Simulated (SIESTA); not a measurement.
**Co in SIESTA: the effect of strain zz**

The system is Co.

```
CELL_PARAMETERS angstrom
2.47056 0.00000 0.00000
-1.23528 2.13957 0.00000
0.00000 0.00000 7.76470
ATOMIC_POSITIONS crystal
Co 0.66667 0.33333 0.75000
Co 0.00000 0.00000 0.50000
Co 0.33333 0.66667 0.25000
Co 0.00000 0.00000 0.00000
```

The cell isn't the ideal one: cell strained along z.

Alike in all runs:

| Item | Value |
| --- | --- |
| Program | SIESTA 5.4.2 |
| Task | band structure |
| Functional | PBEsol |
| Potentials or basis | PseudoDojo 0.4 standard (PBEsol files) |
| Basis | DZP (energy shift 0.003 Ry; two zetas on semicore shells) |
| Grid cutoff | 800 Ry |
| Energy shift | 0.003 Ry |
| k mesh | 12 × 12 × 4 |
| Occupations | fermi-dirac, width 0.05 eV |
| Spin | collinear spin, ferromagnetic start |
| Starting moments | [2.0, 2.0, 2.0, 2.0] μB |

```tsv
strain zz	pressure (GPa)	moment (μB)
-0.04	?	?
-0.02	-1.1	6.50
0	-5.7	6.59
0.02	-9.7	6.66
0.04	-12.8	6.76
```

What does the run with strain zz -0.04 give?

Pressure 4.6 GPa; moment 6.41 μB.

Worked out: A parabola through the other rows of the pressure, of slope -289 GPa per unit of strain zz there, extrapolates to 4.3 GPa, against the run's 4.6. A parabola through the other rows of the moment, of slope 3.63 μB per unit of strain zz there, extrapolates to 6.43 μB, against the run's 6.41.

Caveats: short orbitals over semicore shells can move pressures by several GPa; the basis of atomic orbitals isn't converged, which shifts pressures, moduli and gaps.
